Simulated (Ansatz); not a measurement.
Random displacements in Mo

These are results of Ansatz 0.2.0, DFT PBE, scalar-relativistic, plane waves, PAW, not measurements. Cutoff 420 eV, Γ-centred 12×12×12 k-points, Gaussian smearing of 0.15 eV. No spin polarisation. Energies are free energies at this smearing, counted from the undisturbed cell; pressure is positive in compression.

The undisturbed cell (as given, not relaxed at this level):

```
CELL_PARAMETERS angstrom
-3.14200 -3.14200 3.14200
-3.14200 3.14200 -3.14200
3.14200 -3.14200 -3.14200
ATOMIC_POSITIONS crystal
Mo 0.50000 0.50000 0.50000
Mo 0.00000 0.50000 0.50000
Mo 0.50000 0.00000 0.50000
Mo 0.00000 0.00000 0.50000
Mo 0.50000 0.50000 0.00000
Mo 0.00000 0.50000 0.00000
Mo 0.50000 0.00000 0.00000
Mo 0.00000 0.00000 0.00000
```

The atoms are displaced (Å, in the unstrained cell):

```tsv
atom	ux	uy	uz
Mo1	0.089	0.011	-0.095
Mo2	0.022	-0.007	-0.104
Mo3	-0.045	0.107	0.124
Mo4	0.071	-0.170	0.089
Mo5	-0.097	-0.042	0.169
Mo6	0.053	0.175	-0.152
Mo7	-0.004	-0.033	-0.097
Mo8	-0.088	-0.042	0.066
```

Strain (Voigt, engineering shear): (0.0079, 0.0054, -0.0021, 0.0194, -0.0229, 0.0399).

(1) What are the energy change, the stress and the forces?

## Answers

(1) ΔE = 206.8 meV/atom; stress (xx, yy, zz, yz, xz, xy; compression positive) (7.20, 10.28, 11.98, -2.13, 1.40, -4.31) GPa.
| atom | Fx (eV/Å) | Fy | Fz |
| --- | --- | --- | --- |
| Mo1 | -1.11 | 1.03 | 1.00 |
| Mo2 | 0.22 | -0.55 | 1.96 |
| Mo3 | 0.54 | -1.85 | -0.90 |
| Mo4 | -0.78 | 2.14 | -1.82 |
| Mo5 | 1.58 | 1.05 | -2.91 |
| Mo6 | -0.70 | -2.71 | 3.09 |
| Mo7 | -0.16 | -0.50 | 1.59 |
| Mo8 | 0.41 | 1.40 | -2.02 |

Cost: 1 run of about 5.7 core-minutes, on Oxide Virtual Turin-like Processor (Zen 5) (shared hosts).